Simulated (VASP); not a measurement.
## VASP 6.6.1, PBE single-point calculation, NaI (strained zincblende)

INCAR

```
NSW = 0
EDIFF = 1E-7
IBRION = -1
LASPH = .TRUE.
LREAL = .FALSE.
NELM = 120
GGA = PE
ENCUT = 520
ISMEAR = -1
NBANDS = 14
SIGMA = 0.02
ISIF = 2
LWAVE = .FALSE.
PREC = Accurate
LELF = .TRUE.
LCHARG = .TRUE.
```

KPOINTS

```
KPOINTS created by Atomic Simulation Environment
0
Gamma
6 6 6
0 0 0
```

KPOINTS_OPT

```
special points
6
Reciprocal
0.0000000000 0.0000000000 0.0000000000 1
-0.5000000000 -0.5000000000 0.0000000000 1
-0.3750000000 -0.3750000000 0.2500000000 1
-0.3750000000 0.0000000000 0.3750000000 1
0.0000000000 0.0000000000 0.5000000000 1
-0.5000000000 -0.2500000000 0.2500000000 1
```

POSCAR

```
Na I
 1.0000000000000000
     0.0838717311000000    3.5700180101000001    3.5700180101000001
     3.5700180101000001    0.0838717311000000    3.5700180101000001
     3.5700180101000001    3.5700180101000001    0.0838717311000000
 Na  I
   1   1
Cartesian
  0.0183627528701113  0.0183627528701112  0.0183627528701112
  1.7876141849548879  1.7876141849548879  1.7876141849548879
```

VASP ran with the recommended PBE PAW datasets (14 valence electrons in the cell).

Command

```
mpirun -np 1 vasp_std
```

OSZICAR

```
N       E                     dE             d eps       ncg     rms          rms(c)
DAV:   1     0.799183156191E+02    0.79918E+02   -0.63471E+03   902   0.867E+02
DAV:   2     0.248210568683E+01   -0.77436E+02   -0.71606E+02   938   0.205E+02
DAV:   3    -0.516743036494E+01   -0.76495E+01   -0.76031E+01  1160   0.632E+01
DAV:   4    -0.537777892640E+01   -0.21035E+00   -0.21030E+00  1132   0.107E+01
DAV:   5    -0.538282152077E+01   -0.50426E-02   -0.50425E-02  1216   0.166E+00    0.167E+00
DAV:   6    -0.528396480988E+01    0.98857E-01   -0.12869E-01   992   0.169E+00    0.113E+00
DAV:   7    -0.527598737227E+01    0.79774E-02   -0.10436E-01  1106   0.139E+00    0.703E-01
DAV:   8    -0.528530582794E+01   -0.93185E-02   -0.10791E-02   986   0.670E-01    0.227E-01
DAV:   9    -0.528511741127E+01    0.18842E-03   -0.25601E-04  1124   0.141E-01    0.715E-02
DAV:  10    -0.528546866061E+01   -0.35125E-03   -0.43431E-04  1028   0.130E-01    0.213E-02
DAV:  11    -0.528548488890E+01   -0.16228E-04   -0.36437E-05  1148   0.482E-02    0.652E-03
DAV:  12    -0.528548838253E+01   -0.34936E-05   -0.39869E-06  1052   0.119E-02    0.368E-03
DAV:  13    -0.528548887653E+01   -0.49400E-06   -0.56936E-07  1154   0.413E-03    0.577E-04
DAV:  14    -0.528548887769E+01   -0.11587E-08   -0.33490E-08  1066   0.129E-03
   1 F= -.52854889E+01 E0= -.52854889E+01  d E =-.200541E-10
       N       E                     dE             ncg
DAV:   1     0.447934121660E+03   -0.23426E+04      168
DAV:   2    -0.632148770850E+01   -0.45426E+03      192
DAV:   3    -0.469740945076E+02   -0.40653E+02      216
DAV:   4    -0.480493901434E+02   -0.10753E+01      240
DAV:   5    -0.480700481697E+02   -0.20658E-01      224
DAV:   6    -0.480707584451E+02   -0.71028E-03      256
DAV:   7    -0.480707609838E+02   -0.25387E-05      236
DAV:   8    -0.480707610175E+02   -0.33690E-07      182
```

From OUTCAR

```
k-points           NKPTS =     32   k-points in BZ     NKDIM =     32   number of bands    NBANDS=     14

   NELECT =      14.0000    total number of electrons

   dimension x,y,z NGX =    40 NGY =   40 NGZ =   40
   dimension x,y,z NGXF=    80 NGYF=   80 NGZF=   80

  energy-cutoff  :      520.00
  volume of cell :       87.79
      direct lattice vectors                 reciprocal lattice vectors
     0.083871731  3.570018010  3.570018010    -0.145090053  0.141759643  0.141759643
     3.570018010  0.083871731  3.570018010     0.141759643 -0.145090053  0.141759643
     3.570018010  3.570018010  0.083871731     0.141759643  0.141759643 -0.145090053

 k-points in reciprocal lattice and weights: KPOINTS created by Atomic Simulation Env
   0.00000000  0.00000000  0.00000000       0.005
   0.16666667  0.00000000  0.00000000       0.028
   0.33333333  0.00000000  0.00000000       0.028
   0.50000000 -0.00000000 -0.00000000       0.014
   0.16666667  0.16666667  0.00000000       0.028
   0.33333333  0.16666667  0.00000000       0.056
   0.50000000  0.16666667 -0.00000000       0.056
  -0.33333333  0.16666667  0.00000000       0.056
   ...

 E-fermi :  -0.5949

 k-point     1 :       0.0000    0.0000    0.0000
  band No.  band energies     occupation
      1     -23.1146      2.00000
      2     -23.1146      2.00000
      3     -23.1120      2.00000
      4     -11.4939      2.00000
      5      -1.1124      2.00000
      6      -1.0069      2.00000
      7      -1.0069      2.00000
      8       2.7940      0.00000
      9       6.6769      0.00000
     10       6.9823      0.00000
     11       6.9823      0.00000
     12       8.6580      0.00000
     13       8.6580      0.00000
     14       9.9797      0.00000

 k-point     2 :       0.1667    0.0000    0.0000
  band No.  band energies     occupation
      1     -23.1153      2.00000
      2     -23.1147      2.00000
      3     -23.1122      2.00000
      4     -11.4597      2.00000
      5      -1.4219      2.00000
      6      -1.1322      2.00000
      7      -1.0487      2.00000
      8       3.3831      0.00000
      9       6.5640      0.00000
     10       6.8798      0.00000
     11       7.1326      0.00000
     12       8.1828      0.00000
     13       8.2904      0.00000
     14       9.7538      0.00000

 k-point     3 :       0.3333    0.0000    0.0000
  band No.  band energies     occupation
      1     -23.1166      2.00000
      2     -23.1149      2.00000
      3     -23.1124      2.00000
      4     -11.3897      2.00000
      5      -2.0339      2.00000
      6      -1.1957      2.00000
      7      -1.1286      2.00000
      8       4.1993      0.00000
      9       6.4713      0.00000
     10       6.7007      0.00000
     11       6.8884      0.00000
     12       8.7414      0.00000
     13       9.0153      0.00000
     14       9.1911      0.00000

 k-point     4 :       0.5000   -0.0000   -0.0000
  band No.  band energies     occupation
      1     -23.1173      2.00000
      2     -23.1150      2.00000
      3     -23.1125      2.00000
      4     -11.3537      2.00000
      5      -2.2881      2.00000
      6      -1.2254      2.00000
      7      -1.1669      2.00000
      8       4.3745      0.00000
      9       6.4972      0.00000
     10       6.6925      0.00000
     11       6.7475      0.00000
     12       9.5360      0.00000
     13      10.0306      0.00000
     14      10.4439      0.00000

 k-point     5 :       0.1667    0.1667    0.0000
  band No.  band energies     occupation
      1     -23.1152      2.00000
      2     -23.1148      2.00000
      3     -23.1124      2.00000
      4     -11.4499      2.00000
      5      -1.4413      2.00000
      6      -1.1873      2.00000
      7      -1.1130      2.00000
      8       3.5764      0.00000
      9       6.2258      0.00000
     10       7.1938      0.00000
     11       7.2740      0.00000
     12       7.3687      0.00000
     13       8.9450      0.00000
     14      10.9683      0.00000

 k-point     6 :       0.3333    0.1667    0.0000
  band No.  band energies     occupation
      1     -23.1162      2.00000
      2     -23.1150      2.00000
      3     -23.1126      2.00000
      4     -11.3925      2.00000
      5      -1.8689      2.00000
      6      -1.2835      2.00000
      7      -1.2302      2.00000
      8       4.3576      0.00000
      9       6.0093      0.00000
     10       6.4856      0.00000
     11       7.3229      0.00000
     12       8.2104      0.00000
     13       9.3927      0.00000
     14      10.3748      0.00000

 k-point     7 :       0.5000    0.1667   -0.0000
  band No.  band energies     occupation
      1     -23.1171      2.00000
      2     -23.1153      2.00000
      3     -23.1127      2.00000
      4     -11.3440      2.00000
      5      -2.1679      2.00000
      6      -1.3973      2.00000
      7      -1.2851      2.00000
      8       4.7994      0.00000
      9       5.8259      0.00000
     10       6.8788      0.00000
     11       7.0116      0.00000
     12       9.1165      0.00000
     13      10.1266      0.00000
     14      10.5998      0.00000

 k-point     8 :      -0.3333    0.1667    0.0000
  band No.  band energies     occupation
      1     -23.1170      2.00000
      2     -23.1153      2.00000
      3     -23.1125      2.00000
      4     -11.3544      2.00000
      5      -2.0997      2.00000
      6      -1.4386      2.00000
      7      -1.2129      2.00000
      8       4.8402      0.00000
      9       5.9139      0.00000
     10       6.6367      0.00000
     11       6.9477      0.00000
     12       8.5358      0.00000
     13      10.1030      0.00000
     14      10.5251      0.00000

 k-point     9 :      -0.1667    0.1667    0.0000
  band No.  band energies     occupation
      1     -23.1161      2.00000
      2     -23.1150      2.00000
      3     -23.1122      2.00000
      4     -11.4128      2.00000
      5      -1.7466      2.00000
      6      -1.2886      2.00000
      7      -1.1203      2.00000
      8       4.1164      0.00000
      9       6.2655      0.00000
     10       6.6769      0.00000
     11       7.2137      0.00000
     12       7.5068      0.00000
     13       9.1828      0.00000
     14      10.5853      0.00000

 k-point    10 :       0.3333    0.3333    0.0000
  band No.  band energies     occupation
      1     -23.1166      2.00000
      2     -23.1152      2.00000
      3     -23.1129      2.00000
      4     -11.3600      2.00000
      5      -1.9890      2.00000
      6      -1.3991      2.00000
      7      -1.3099      2.00000
      8       4.3580      0.00000
      9       5.4471      0.00000
     10       6.8626      0.00000
     11       8.2910      0.00000
     12       8.4057      0.00000
     13       9.7703      0.00000
     14      11.8553      0.00000

 k-point    11 :       0.5000    0.3333   -0.0000
  band No.  band energies     occupation
      1     -23.1170      2.00000
      2     -23.1155      2.00000
      3     -23.1130      2.00000
      4     -11.3242      2.00000
      5      -2.0969      2.00000
      6      -1.5310      2.00000
      7      -1.4289      2.00000
      8       4.4845      0.00000
      9       5.5715      0.00000
     10       7.0927      0.00000
     11       8.2384      0.00000
     12       8.9771      0.00000
     13      10.3733      0.00000
     14      10.9073      0.00000

 k-point    12 :      -0.3333    0.3333    0.0000
  band No.  band energies     occupation
      1     -23.1171      2.00000
      2     -23.1158      2.00000
      3     -23.1128      2.00000
      4     -11.3215      2.00000
      5      -1.9495      2.00000
      6      -1.8270      2.00000
      7      -1.3409      2.00000
      8       4.9689      0.00000
      9       5.8807      0.00000
     10       6.8395      0.00000
     11       7.6520      0.00000
     12       8.4941      0.00000
     13       9.0373      0.00000
     14      12.0813      0.00000

 k-point    13 :       0.5000    0.5000   -0.0000
  band No.  band energies     occupation
      1     -23.1173      2.00000
      2     -23.1154      2.00000
      3     -23.1132      2.00000
      4     -11.3141      2.00000
      5      -2.2011      2.00000
      6      -1.4953      2.00000
      7      -1.4018      2.00000
      8       4.1304      0.00000
      9       5.1663      0.00000
     10       8.0440      0.00000
     11       9.4253      0.00000
     12       9.5121      0.00000
     13      10.4815      0.00000
     14      10.6001      0.00000

 ...

  Total        0.2960932      0.2960932      0.2960932     -0.0429391     -0.0429391     -0.0429391
  in kB        5.4035057      5.4035057      5.4035057     -0.7836106     -0.7836106     -0.7836106
  external PRESSURE =       5.4035057 kB  Pullay stress =       0.0000000 kB

 POSITION                                       TOTAL-FORCE (eV/Angst)
 -----------------------------------------------------------------------------------
      0.01836      0.01836      0.01836         0.003923      0.003923      0.003923
      1.78761      1.78761      1.78761        -0.003923     -0.003923     -0.003923
 -----------------------------------------------------------------------------------
    total drift:                               -0.000307     -0.000307     -0.000307

  FREE ENERGIE OF THE ION-ELECTRON SYSTEM (eV)
  ---------------------------------------------------
  free  energy   TOTEN  =        -5.2854888777 eV

  energy  without entropy=       -5.2854888777  energy(sigma->0) =       -5.28548888
```

```
gap between bands v and c : 3.80 eV
least direct gap          : 3.80 eV
pressure                  : 0.5 GPa
```

Band v is the last that the valence electrons fill when counted band by band, and c is the next.

The run took about 53 s on one core of a shared host (Intel Xeon Platinum 8488C) and held 0.25 GiB at most.
